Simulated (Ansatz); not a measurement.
## BaTe under changes of volume

One of the cells (39.652 Å³/atom); the others are scaled copies at fixed shape and fractional positions:

```
CELL_PARAMETERS angstrom
0.00000 3.41000 3.41000
3.41000 0.00000 3.41000
3.41000 3.41000 0.00000
ATOMIC_POSITIONS crystal
Ba 0.00000 0.00000 0.00000
Te 0.50000 0.50000 0.50000
```

```yaml
Program: Ansatz 0.2.0
Functional: LDA
Potentials_or_basis: all-electron LAPW, scalar-relativistic
Cutoff: 136 eV (chosen from the basis error)
Basis_error_allowed: 0.001 eV/atom
k_mesh: 7 × 7 × 7
Occupations: fermi-dirac, width 0.05 eV
Spin: no spin polarisation
```

```csv
volume (Å³/atom),energy over the lowest point (meV/atom),pressure (GPa),gap on the mesh (eV)
37.273,32.27,3.5,1.21
38.066,?,?,?
38.859,7.60,1.6,1.32
39.652,1.89,0.8,1.36
40.445,0.00,0.0,1.41
41.238,1.55,-0.6,1.45
42.031,6.19,-1.2,1.49
```

Problem. What does the run at 38.066 Å³/atom give?

Solution. Energy over the lowest point 17.57 meV/atom; pressure 2.5 GPa; gap on the mesh 1.27 eV.

Worked out: A Birch-Murnaghan fit of order 3 (a polynomial in V^(-2/3)) to the other rows has its minimum at 40.47 Å³/atom with B0 = V·E''(V) = 35 GPa and B' = 4.4. It gives 17.57 meV/atom at 38.066 Å³/atom, against the run's 17.57, and -dE/dV = 2.5 GPa, against 2.5. A straight line through the other rows of the gap, of slope 2.32 eV per unit of ln V, gives 1.26 eV, against the run's 1.27.

Energies are extrapolated to zero smearing.

Caveats: spin-orbit coupling is left out, which moves the levels of the heavy elements; an odd mesh through Γ misses points on the zone boundary, where band edges often lie.
